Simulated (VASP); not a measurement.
Bi: single point with PBE+D3(BJ)

Crystal: Bi.

```
Bi
1.0
    -1.86394    2.15787    1.85660
     1.86394   -2.15787    1.85660
     1.86394    2.15787   -1.85660
Bi
1
Direct
  0.00000 0.00000 0.00000
```

The cell isn't the ideal one: strain +e along x and -e along y -0.0750, strain +e along z and -e/2 along x and y -0.0525.

| Property | Result |
| --- | --- |
| Program | VASP 6.6.1 |
| Task | single point |
| Functional | PBE |
| Dispersion | D3(BJ) |
| Potentials or basis | VASP PAW PBE potentials, release 64 (Bi_d) |
| Cutoff | 520 eV |
| k mesh | 16 × 16 × 16 |
| Occupations | gaussian, width 0.15 eV |
| Spin | no spin polarisation |

| Quantity | Value |
| --- | --- |
| Pressure | 0.6 GPa |
| Band gap on the k mesh | none (metal or under the smearing width) |
| Dispersion energy per atom | -0.528 eV |

Stress tensor (GPa, compression positive):
```
 1.29  0.00  0.00
 0.00 -0.67  0.00
 0.00  0.00  1.26
```

Levels at points of the mesh, in eV from the Fermi level:
```csv
k point,band 3,band 4,band 5,band 6,band 7,band 8,band 9,band 10,band 11,band 12
"(0.00, 0.00, 0.00)",-23.05,-22.98,-22.93,-13.83,5.17,5.41,5.46,9.51,9.54,11.20
"(0.50, 0.00, 0.00)",-22.99,-22.93,-22.86,-10.68,-5.42,2.28,4.12,6.79,8.48,10.18
"(0.00, 0.50, 0.00)",-22.93,-22.92,-22.84,-10.13,-5.07,0.84,2.10,5.05,6.37,15.18
"(0.50, 0.50, 0.00)",-22.99,-22.93,-22.86,-10.70,-5.43,2.33,4.18,6.85,8.55,10.16
"(0.50, 0.50, 0.50)",-22.89,-22.86,-22.86,-8.52,-3.34,-1.05,-0.98,3.28,4.18,15.79
```

It took 2.5 min on 1 thread of Intel(R) Xeon(R) Platinum 8488C (Sapphire Rapids), on a shared host, peak memory 0.35 GiB.

Caveat: spin-orbit coupling is left out, which moves the levels of the heavy elements; pairwise dispersion overbinds metals, which lowers pressure and volume.
